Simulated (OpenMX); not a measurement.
ZnS, 2 atoms in the cell. The typed cell holds 2 atoms: a = 3.821 Å, b = 3.821 Å, c = 3.821 Å, α = 60.00°, β = 60.00°, γ = 60.00°.  The cell isn't the ideal one: atoms moved at random, drawn with an rms of 0.05 Å.

```yaml
Program: OpenMX 3.8.5
Task: single point
Functional: PBE
Potentials_or_basis: OpenMX 2013 PBE set, Zn6.0H-s3p2d2, S7.0-s2p2d1f1, grid cutoff 100 Ry
k_mesh: 9 × 9 × 9
Occupations: fermi-dirac, width 0.05 eV
Spin: no spin polarisation
Mixing_scheme: rmm-diisk
SCF_threshold: 1e-08 Ha
Solver: band
Max_SCF_cycles: 100
```

Potentials or basis: OpenMX 2013 PBE set, Zn6.0H-s3p2d2, S7.0-s2p2d1f1, grid cutoff 100 Ry.

The run is started by

```bash
$ openmx ZnS.dat -nt 1 > ZnS.std
```

Hardware: 1 thread of Arm Neoverse V1, with other jobs on the host.

Task: Estimate the wall time of this run.

Result: Wall time 46 s on 1 thread of Arm Neoverse V1, on a shared host, peak memory 0.24 GiB. Counts: k points 365, basis 39, scf iterations 16.
